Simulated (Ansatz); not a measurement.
Ti:

```
Ti
1.0
     2.95000    0.00000    0.00000
    -1.47500    2.55477    0.00000
     0.00000    0.00000    4.68000
Ti
2
Direct
  0.66667 0.33333 0.75000
  0.33333 0.66667 0.25000
```

| Item | Value |
| --- | --- |
| Program | Ansatz 0.2.0 |
| Task | relaxation of cell and atoms |
| Functional | PBEsol |
| Dispersion | D4 |
| Potentials or basis | Ansatz PAW |
| Cutoff | 420 eV (not typed: the program's choice for these potentials) |
| k mesh | 10 × 10 × 6 |
| Occupations | fermi-dirac, width 0.05 eV |
| Spin | no spin polarisation |

At the start: volume 17.64 Å³/atom.

**Question.** How do energy, volume and symmetry change on relaxing?

**Answer.** It ends after 6 steps and the volume is 16.57 Å³/atom (-6.1 %); space group P6_3/mmc (No. 194, to 0.05 Å).

Step by step:
| step | energy change (eV) | largest force (eV/Å) | volume (Å³) |
| --- | --- | --- | --- |
| 1 | 0.0000 | 0.0000 | 35.27 |
| 2 | -0.0467 | 0.0000 | 33.33 |
| 3 | -0.0472 | 0.0000 | 33.12 |
| 4 | -0.0472 | 0.0000 | 33.13 |
| 5 | -0.0472 | 0.0000 | 33.14 |
| 6 | -0.0471 | 0.0000 | 33.14 |

Final structure:
```yaml
crystal:
  lattice:
    - [2.89508, 0.00000, 0.00000]
    - [-1.44754, 2.50721, 0.00000]
    - [0.00000, 0.00000, 4.56511]
  atoms:
    - { symbol: Ti, position: [0.66667, 0.33333, 0.75000] }
    - { symbol: Ti, position: [0.33333, 0.66667, 0.25000] }
```

Caveat: the plane-wave basis is chosen anew once the cell has moved, so the energies of steps on either side of that aren't comparable; pairwise dispersion overbinds metals, which lowers pressure and volume; the PAW data sets come from PBE, with cores solved anew for the run's functional, which leaves a small shift of forces and pressure.
